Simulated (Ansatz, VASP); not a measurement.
## One calculation of TiB4, two programs

The input INCAR:

```
PREC = Accurate
ENCUT = 520
EDIFF = 1E-6
ISMEAR = 0
SIGMA = 0.1
LREAL = F
LASPH = T
NELM = 60
ALGO = Normal
ISIF = 2
LWAVE = F
LCHARG = F
GGA = PE
NBANDS = 20
```

File KPOINTS:

```
Automatic mesh
0
Gamma
  6 6 6
```

Contents of POSCAR:

```
TiB4
1.0
    1.5558650676     -4.3695206651      0.0000000000
    1.5558650676      4.3695206651      0.0000000000
    0.0000000000      0.0000000000      3.0641072848
Ti B
1 4
Direct
    0.0000000000      0.0000000000      0.0000000000
    0.5959197490      0.4040802510      0.5000000000
    0.2988170923      0.7011829077      0.0000000000
    0.7011829077      0.2988170923      0.0000000000
    0.4040802510      0.5959197490      0.5000000000
```

Input for Ansatz:

```yaml
crystal:
  lattice:
    - [1.5558650676, -4.3695206651, 0.0]
    - [1.5558650676, 4.3695206651, 0.0]
    - [0.0, 0.0, 3.0641072848]
  atoms:
    - { symbol: Ti, position: [0.0, 0.0, 0.0] }
    - { symbol: B, position: [0.595919749, 0.404080251, 0.5] }
    - { symbol: B, position: [0.2988170923, 0.7011829077, 0.0] }
    - { symbol: B, position: [0.7011829077, 0.2988170923, 0.0] }
    - { symbol: B, position: [0.404080251, 0.595919749, 0.5] }
basis:
  ecutwfc: 420
kpoints:
  mp_grid: { grid: [6, 6, 6] }
hamiltonian:
  xc: pbe
scf:
  occupations: { method: gaussian, width: 0.1 }
  lower_state_search: "off"
output:
  forces: true
  stress: true
  eigenvalues: true
```

Change from the starting cell: the structure that the rattled cell fell into.

Alike in both runs: task single point; functional PBE; k mesh 6 × 6 × 6; occupations gaussian, width 0.1 eV; no spin polarisation.

```csv
,VASP,Ansatz
version,VASP 6.6.1,Ansatz 0.2.0
potentials or method,"VASP PAW PBE potentials, release 64 (Ti_sv, B)","scalar-relativistic, plane waves, PAW"
plane-wave cutoff (eV),520,420
valence electrons in the cell,24,24
```

Ansatz gave:

| Property | Result |
| --- | --- |
| gap on the k mesh at the Fermi level (eV) | none |
| pressure (GPa) | -0.2 |
| largest component of the traceless stress (GPa) | 1.07 |
| rms of the force components (eV/Å) | 0.031 |

Task: What did VASP give for the same quantities?

Result: gap on the k mesh at the Fermi level (eV): none; pressure (GPa): -0.1; largest component of the traceless stress (GPa): 1.08; rms of the force components (eV/Å): 0.028.

Atom by atom the forces differ by 0.006 eV/Å (rms over components). A gap of «none» marks a metal or a gap that the smearing closes.
